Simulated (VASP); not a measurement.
**PbSe2 under changes of volume**

One of the cells (27.832 Å³/atom); the others are scaled copies at fixed shape and fractional positions:

```
Pb Se
1.0
    -3.26008    3.26008    3.92804
     3.26008   -3.26008    3.92804
     3.26008    3.26008   -3.92804
Pb Se
2 4
Direct
  0.75000 0.75000 0.00000
  0.25000 0.25000 0.00000
  0.12982 0.37018 0.50000
  0.87018 0.62982 0.50000
  0.37018 0.87018 0.24037
  0.62982 0.12982 0.75963
```

The cell comes from a database or a generator and needn't be the stable form of this composition.

```yaml
Program: VASP 6.6.1
Functional: PBEsol
Potentials_or_basis: VASP PAW PBE potentials, release 64 (Pb_d, Se)
Cutoff: 520 eV
k_mesh: 6 × 6 × 6
Occupations: fermi-dirac, width 0.05 eV
Spin: no spin polarisation
```

```csv
volume (Å³/atom),energy over the lowest point (meV/atom),pressure (GPa),largest force (eV/Å)
25.649,3.99,1.8,0.587
26.195,0.00,0.5,0.451
26.740,0.37,-0.7,0.324
27.832,12.32,-2.8,0.099
28.378,?,?,?
28.923,36.61,-4.4,0.097
```

**Question.** What does the run at 28.378 Å³/atom give?

**Answer.** Energy over the lowest point 23.09 meV/atom; pressure -3.6 GPa; largest force 0.003 eV/Å.

Worked out: A Birch-Murnaghan fit of order 3 (a polynomial in V^(-2/3)) to the other rows has its minimum at 26.42 Å³/atom with B0 = V·E''(V) = 59 GPa and B' = 4.6 at fixed shape and positions, which overstates the stiffness. It gives 23.11 meV/atom at 28.378 Å³/atom, against the run's 23.09, and -dE/dV = -3.6 GPa, against -3.6.

Energies are extrapolated to zero smearing.

Caveats: the PAW data sets were made with another functional, which shifts forces and pressure a little.
